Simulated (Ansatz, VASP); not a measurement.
## Pb in VASP and in Ansatz

File POSCAR:

```
Pb
1.0
    3.3913488344      0.0000000000      0.0000000000
   -1.6956744172      2.9369942437      0.0000000000
    0.0000000000      0.0000000000      3.1687915671
Pb
1
Direct
    0.0000000000      0.0000000000      0.0000000000
```

Contents of INCAR.step1:

```
SYSTEM = Pb
PREC = Accurate ; ENCUT = 520
ISMEAR = 0 ; SIGMA = 0.1
LREAL = .False. ; LASPH = .True.
NELM = 100 ; NBANDS = 13
GGA = PE ; ALGO = Normal
EDIFF = 1E-4 ; LWAVE = .True.
LCHARG = .False.
```

Contents of INCAR.step2:

```
SYSTEM = Pb
PREC = Accurate ; ENCUT = 520
EDIFF = 1E-6 ; ISMEAR = 0
SIGMA = 0.1 ; LREAL = .False.
LASPH = .True. ; NELM = 100
ALGO = Normal ; ISIF = 2
LWAVE = .False. ; LCHARG = .False.
METAGGA = R2SCAN ; LMIXTAU = .True.
NBANDS = 13 ; ISTART = 1
```

KPOINTS

```
regular mesh
0
Gamma
  6 6 6
  0 0 0
```

Input for Ansatz:

```yaml
crystal:
  lattice:
    - [3.3913488344, 0.0, 0.0]
    - [-1.6956744172, 2.9369942437, 0.0]
    - [0.0, 0.0, 3.1687915671]
  atoms:
    - { symbol: Pb, position: [0.0, 0.0, 0.0] }
basis:
  ecutwfc: 500
kpoints:
  mp_grid: { grid: [6, 6, 6] }
hamiltonian:
  xc: r2scan
scf:
  occupations: { method: gaussian, width: 0.1 }
  lower_state_search: "off"
output:
  forces: true
  stress: true
  eigenvalues: true
```

Alike in both runs: task single point; functional r2SCAN; k mesh 6 × 6 × 6; occupations gaussian, width 0.1 eV; no spin polarisation.

```csv
,VASP,Ansatz
version,VASP 6.6.1,Ansatz 0.2.0
potentials or method,"VASP PAW PBE potentials, release 64 (Pb_d)","scalar-relativistic, plane waves, PAW"
plane-wave cutoff (eV),520,500
valence electrons in the cell,14,14
```

|  | VASP | Ansatz | Ansatz less VASP |
| --- | --- | --- | --- |
| gap on the k mesh at the Fermi level (eV) | none | none | - |
| pressure (GPa) | 0.5 | 0.5 | -0.01 |
| largest component of the traceless stress (GPa) | 5.39 | 5.39 | +0.007 |

A gap of «none» marks a metal or a gap that the smearing closes. The functional is the same, so the differences come from potentials, cutoffs and numerics.

Caveats: the PAW data sets were made with another functional, which shifts forces and pressure a little (VASP). The runs have no spin-orbit coupling, so splittings on Pb are missing.
